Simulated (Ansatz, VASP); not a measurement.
BN: VASP beside Ansatz

File INCAR:

```
SYSTEM = BN
PREC = Accurate ; ENCUT = 520
EDIFF = 1E-6 ; ISMEAR = -1
SIGMA = 0.1 ; LREAL = .False.
LASPH = .True. ; NELM = 100
ALGO = Normal ; ISIF = 2
LWAVE = .False. ; LCHARG = .False.
GGA = PS ; NBANDS = 11
```

File KPOINTS:

```
regular mesh
0
Gamma
  15 15 15
  0 0 0
```

Contents of POSCAR:

```
BN
1.0
    0.0000000000      1.6687445117      1.6687445117
    1.6687445117      0.0000000000      1.6687445117
    1.6687445117      1.6687445117      0.0000000000
B N
1 1
Direct
    0.0000000000      0.0000000000      0.0000000000
    0.5000000000      0.5000000000      0.5000000000
```

Input for Ansatz:

```yaml
crystal:
  lattice:
    - [0.0, 1.6687445117, 1.6687445117]
    - [1.6687445117, 0.0, 1.6687445117]
    - [1.6687445117, 1.6687445117, 0.0]
  atoms:
    - { symbol: B, position: [0.0, 0.0, 0.0] }
    - { symbol: "N", position: [0.5, 0.5, 0.5] }
kpoints:
  mp_grid: { grid: [15, 15, 15] }
scf:
  occupations: { method: fermi_dirac, width: 0.1 }
hamiltonian:
  xc: pbesol
  pseudopotentials: { kind: paw }
output:
  forces: true
  stress: true
  eigenvalues: true
  populations: true
```

Change from the starting cell: volume scaled by 0.88, PAW files.

Alike in both runs: task single point; functional PBEsol; k mesh 15 × 15 × 15; occupations fermi-dirac, width 0.1 eV; no spin polarisation.

```csv
,VASP,Ansatz
version,VASP 6.6.1,Ansatz 0.2.0
potentials or method,"VASP PAW PBE potentials, release 64 (B, N)","PAW with Ansatz's default frozen-core files, scalar-relativistic"
plane-wave cutoff (eV),520,420
valence electrons in the cell,8,8
```

Ansatz gave:

```
pressure (GPa) : 65.0
```

Problem. Estimate VASP's values.

Solution. Pressure (GPa): 65.9.

Caveats: the cell as given lies far from equilibrium; so large a pressure means that the cell lies far from this level's equilibrium, or that cutoff or potentials fall short (VASP); the potentials were made for another functional, which shifts forces and pressure (VASP); an odd mesh through Γ misses points on the zone boundary, where band edges often lie.
